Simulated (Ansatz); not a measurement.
# One structure, 4 elements: KF, KCl, KBr, KI

Plane-wave DFT in Ansatz with scalar-relativistic PAW potentials, cutoff 500 eV, Γ-centred meshes chosen by cell and gap, Gaussian smearing with energies taken to zero width. Every cell was relaxed (cell and atoms) in a run of its own, within the symmetry of its start. Functional: r2SCAN.

All members share space group Fm-3m and the same sites; only the element on one set of sites changes (F, Cl, Br, I). Members needn't be the stable form of their composition. Energies over the elements, where given, are against the elements' standard states in the same functional (H₂, N₂, O₂ and halogens uncorrected, Hg as a solid). The first member:

Space group Fm-3m (No. 225). a = 5.317 Å, b = 5.317 Å, c = 5.317 Å, α = 90.00°, β = 90.00°, γ = 90.00°
```csv
atom,site,symmetry,x,y,z
K,4a,m-3m,0.0000,0.0000,0.0000
F,4b,m-3m,0.5000,0.0000,0.0000
```

Q: How do size, gap and binding change down the group?

A:
| compound | V (Å³/atom) | a (Å) | gap on mesh (eV) | energy over elements (eV/atom) |
| --- | --- | --- | --- | --- |
| KF | 18.79 | 5.317 | 6.91 | -2.929 |
| KCl | 31.09 | 6.289 | 5.83 | -2.238 |
| KBr | 36.08 | 6.609 | 5.07 | -1.988 |
| KI | 44.59 | 7.092 | 4.58 | -1.710 |

Over the series the volume grows at each step down the group; the gap narrows; binding against the elements weakens. The p levels of the anion rise down the group and lift the valence band, the usual cause of such narrowing. Less electronegative, larger anions gain less from charge transfer and lattice energy, in line with the weaker binding.

Spin-orbit coupling is left out, which matters for the bands of heavy elements.